**Question: Which valley is which in my rutile results?**

I have a density-functional calculation on rutile TiO₂ that lists five valleys, meaning local extrema of the bands where electrons or holes can collect. I've lost track of which entry belongs where. The candidates are the top of the valence band at Γ, a lower valence maximum at the zone corner A, and three conduction minima at Γ, R and M. Can the numbers alone tell them apart? And is the lowest conduction valley the one that holds the electrons at room temperature?

Rutile TiO₂ computed with Ansatz 0.2.0: DFT with PBEsol, plane waves and PAW, scalar-relativistic, no spin polarisation, cell not relaxed. Cutoff 420 eV, k mesh 10×10×14 for the density and 20×20×30 for the bands, Gaussian smearing 0.05 eV. Distances are measured from the valence band top or conduction band bottom; masses are listed only where a single band forms the valley. Candidates: (1) valence band top at Γ, (2) lower valence maximum at A, (3) conduction minimum at Γ, (4) conduction minimum at R, (5) conduction minimum at M.

| row | valley distance from edge (eV) | valley count | valley bands meeting | valley lightest mass (m_e) | valley heaviest mass (m_e) |
| --- | --- | --- | --- | --- | --- |
| A | 0.000 | 1 | 1 | 0.550 | 1.119 |
| B | 0.027 | 2 | 2 | n/a | n/a |
| C | 0.000 | 1 | 1 | 2.539 | 4.229 |
| D | 0.675 | 1 | 2 | n/a | n/a |
| E | 0.042 | 1 | 2 | n/a | n/a |

**Answer**

Symmetry settles one of the five rows and sorts the others into two pairs. Start with the valley count, the number of equivalent copies of a valley in the Brillouin zone. In units of the reciprocal lattice vectors, R lies at $(0,\tfrac12,\tfrac12)$. A quarter turn about the tetragonal axis $c$ carries it to $(\tfrac12,0,\tfrac12)$, which is a different point. The same turn carries Γ, M and A onto themselves, up to a reciprocal lattice vector, so each of these occurs once. Row B has a count of 2 and must be R.

The next clue is the number of bands meeting at the valley. Rutile has screw axes along $a$ and $b$: a half turn combined with a shift by half a cell. Two such operations in succession move a wave by one full cell, which multiplies it by $e^{ik_xa}$ for the axis along $a$. At the zone boundary, $k_x=\pi/a$, this factor is $-1$. The half turn followed by time reversal reverses only $k_x$, so on this boundary it returns the wave vector to itself, up to a reciprocal lattice vector. An operation that includes time reversal and squares to $-1$ can't map a state onto itself, so each state there has a partner of equal energy at the same wave vector.

The points R, M and A all lie on such a boundary, so their bands must meet in pairs. At Γ the factor is $+1$ and a band may stand alone. Rows A and C, with one band each, are therefore the two edges at Γ. Rows D and E are the zone corner A and the point M, in an order still to be found.

Within each pair, symmetry gives no order. For rows A and C I'd use the effective mass, which is large where a band curves weakly. The valence top of an oxide usually consists of oxygen 2p states that bond little, and its holes tend to be heavy. That makes row C the likely valence edge and row A the conduction edge. It is a habit of oxides, not a law, and titanium 3d electrons can be heavy too.

For rows D and E the clue is weaker still. The distance from the edge is measured downwards for valence valleys and upwards for conduction valleys, so it has no sign to help. Row B shows that one conduction valley on the zone boundary lies only 0.027 eV above the lowest. Row E, at 0.042 eV, would fit the same shallow conduction bottom, which leaves row D for the valence band. I'd call that a bet.

Here are the labels, with the rows numbered like the candidates. Row A is number 3, B is 4, C is 1, D is 2 and E is 5.

The rows with their labels:

| row | valley distance from edge (eV) | valley edge | valley place | valley count | valley bands meeting | valley lightest mass (m_e) | valley heaviest mass (m_e) |
| --- | --- | --- | --- | --- | --- | --- | --- |
| 1 | 0.000 | valence | Gamma | 1 | 1 | 2.539 | 4.229 |
| 2 | 0.675 | valence | A | 1 | 2 | n/a | n/a |
| 3 | 0.000 | conduction | Gamma | 1 | 1 | 0.550 | 1.119 |
| 4 | 0.027 | conduction | R | 2 | 2 | n/a | n/a |
| 5 | 0.042 | conduction | M | 1 | 2 | n/a | n/a |

Row B is indeed R, and both uncertain pairs fall the way I leaned. The mass argument deserved its caution, though. In the same calculation the top valence band spans 1.64 eV and the lowest conduction band only about 1.12 eV, yet the holes at Γ are the heavier carriers. The width describes a band across the whole zone, counted in order of energy and so liable to change character where bands cross, whereas the mass describes its curvature at one point.

**Where the electrons sit**

The lowest valley has the best energy, but a valley also counts by how many states it offers. For a parabolic valley, the number of electrons at low filling is proportional to

$$N \propto g\,b\,\sqrt{m_1m_2m_3}\;e^{-\Delta/k_\mathrm{B}T}.$$

Here $g$ is the valley count, $b$ the number of bands meeting, $m_1$ to $m_3$ the masses along three perpendicular axes, and $\Delta$ the distance from the edge. Heavy masses help because a flatter band packs more states into the same energy range.

At Γ the calculation gives the light electron mass along $c$ and the heavy one in both directions across it. At R it gives the same three masses for both bands. Without the exponential, the weights are

$$\Gamma:\ \sqrt{0.550\times1.119^2}\approx0.83,$$

$$\mathrm{R}:\ 2\times2\times\sqrt{1.543\times0.567\times1.003}\approx3.75.$$

R thus offers about 4.5 times as many states, almost entirely because it has two copies with two bands each. At 300 K, $k_\mathrm{B}T$ is about 0.026 eV, so the energy penalty of R reduces its weight by a factor of about 0.35. The product is 1.6: on this estimate R holds more electrons than Γ, although Γ is lower. With M included, R has roughly half of all electrons and Γ a third.

This result has a thin margin. R and Γ would hold equal numbers if R lay 0.039 eV above Γ, only 0.012 eV more than computed. The cell was not relaxed and is under tension, and a relaxed cell or another functional could shift the valleys by that much. Even which of them is lowest remains unsettled, and with it whether the gap is direct or indirect. The masses are uncertain too: Kohn-Sham gaps, like the 1.863 eV found here, are too small, which tends to make the computed masses too light, and not necessarily by the same factor in each valley. The formula itself is rough at R and M. The paired bands share their masses along the axes but can separate in directions between them, one turning flatter and the other steeper. The pair is then expected to hold more states than the axis masses give, so this error counts against R and M rather than for them.

The safe reading is that electrons in rutile spread over several valleys, so the lightest mass in the table should not stand for all of them. Nor do these masses fix the mobility. Electrons in rutile can trap themselves by distorting the lattice around a titanium ion, which a calculation with fixed atoms leaves out and which semilocal functionals such as PBEsol tend to miss even when the atoms may move.

Tin dioxide makes a useful comparison, because it has the same crystal structure. The counts and the pairing would be the same at the same points, since they follow from the space group. Its lowest conduction band, however, comes largely from broad tin 5s states, with one light valley at Γ far below the zone boundary. There the lowest valley does hold the electrons: extra copies help only when their energy penalty is comparable with $k_\mathrm{B}T$.

The output below compares the symmetry rules with all five rows and applies the population formula to the three conduction valleys, with the computed masses and distances as input. The rules agree in every row, as they must, because the calculation has the crystal's symmetry built in. The populations are estimates that have not been checked against a full count of states.

Printed output of the fit:

```
Symmetry rules beside the table:
  row  count computed  count by symmetry  bands computed  bands by symmetry
    1               1                  1               1                  1
    2               1                  1               2                  2
    3               1                  1               1                  1
    4               2                  2               2                  2
    5               1                  1               2                  2
Hole mass along c over hole mass in plane: 1.666
Electron mass in plane over electron mass along c: 2.035
Hole mass over electron mass along c: 7.689
Hole mass over electron mass in plane: 2.269
Density-of-states mass of the Gamma hole (m_e): 3.01
Density-of-states mass of the Gamma electron (m_e): 0.8831
Width of the top valence band (eV): 1.64
Width of the lowest conduction band (eV): 1.118
Thermal energy kT at 300 K (eV): 0.02585
State weight of R over Gamma before the Boltzmann factor: 4.515
Rough share of electrons at Gamma at 300 K (percent): 34.14
Rough share of electrons at R at 300 K (percent): 54.25
Rough share of electrons at M at 300 K (percent): 11.61
Offset of R at which R and Gamma hold equal numbers (eV): 0.03897
Margin between that offset and the computed one (eV): 0.01197
```
